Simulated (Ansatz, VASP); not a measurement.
## Y: VASP beside Ansatz

The input INCAR:

```
PREC = Accurate
ENCUT = 520
EDIFF = 1E-6
ISMEAR = 0
SIGMA = 0.1
LREAL = F
LASPH = T
NELM = 80
ALGO = Fast
ISIF = 2
LWAVE = F
LCHARG = F
LDIPOL = T
IDIPOL = 3
DIPOL = 0.5 0.5 0.500
GGA = PE
NBANDS = 30
```

The input KPOINTS:

```
regular mesh
0
Gamma
  10 6 1
```

Contents of POSCAR:

```
Y
1.0
    3.6571046507      0.0000000000      0.0000000000
    0.0000000000      5.6740659793      0.0000000000
    0.0000000000      0.0000000000     19.2228607091
Y
4
Direct
    0.0000000000      0.7500000000      0.3901604508
    0.5000000000      0.2500000000      0.4450802254
    0.5000000000      0.7500000000      0.5549197746
    0.0000000000      0.2500000000      0.6098395492
```

Input for Ansatz:

```yaml
crystal:
  lattice:
    - [3.6571046507, 0.0, 0.0]
    - [0.0, 5.6740659793, 0.0]
    - [0.0, 0.0, 19.2228607091]
  atoms:
    - { symbol: "Y", position: [0.0, 0.75, 0.3901604508] }
    - { symbol: "Y", position: [0.5, 0.25, 0.4450802254] }
    - { symbol: "Y", position: [0.5, 0.75, 0.5549197746] }
    - { symbol: "Y", position: [0.0, 0.25, 0.6098395492] }
basis:
  ecutwfc: 420
kpoints:
  mp_grid: { grid: [10, 6, 1] }
hamiltonian:
  xc: pbe
scf:
  occupations: { method: gaussian, width: 0.1 }
output:
  forces: true
  stress: true
  eigenvalues: true
efield:
  axis: 3
  dipole_correction: true
```

Alike in both runs: task single point; functional PBE; k mesh 10 × 6 × 1; occupations gaussian, width 0.1 eV; no spin polarisation.

```csv
,VASP,Ansatz
version,VASP 6.6.1,Ansatz 0.2.0
potentials or method,"VASP PAW PBE potentials, release 64 (Y_sv)","scalar-relativistic, plane waves, PAW"
plane-wave cutoff (eV),520,420
valence electrons in the cell,44,44
```

VASP gave:

* gap on the k mesh at the Fermi level (eV): none
* rms of the force components (eV/Å): 0.304
* work function, face that differs most (eV): 3.10

Task: Which values does Ansatz return?

Result: gap on the k mesh at the Fermi level (eV): none; rms of the force components (eV/Å): 0.301; work function, face that differs most (eV): 3.30.

Atom by atom the forces differ by 0.003 eV/Å (rms over components). A gap of «none» marks a metal or a gap that the smearing closes.
